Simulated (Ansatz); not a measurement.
Here is an Ansatz 0.2.0 calculation.

input.yaml

```yaml
crystal:
  lattice:
    - [0.0, 2.365, 2.365]
    - [2.365, 0.0, 2.365]
    - [2.365, 2.365, 0.0]
  atoms:
    - { symbol: Zr, position: [0.5, 0.5, 0.5] }
    - { symbol: C, position: [0.0, 0.0, 0.0] }
kpoints:
  mp_grid: { grid: [7, 7, 7] }
scf:
  occupations: { method: fermi_dirac, width: 0.02 }
hamiltonian:
  xc: pbe
  pseudopotentials: { kind: all_electron, lapw: { basis_error: 0.003 } }
output:
  forces: true
  stress: true
  eigenvalues: true
```

Potentials or basis: all-electron LAPW, scalar-relativistic.

Command:

```sh
$ ansatz run input.yaml --threads 1 --pin off --max-ram 3072MiB --backend cpu --events-out ev --progress --plain --runs-dir out
```

What does it give for the band gap on the k mesh?

None (metal or under the smearing width).

What does it give for the pressure?

-2.9 GPa.
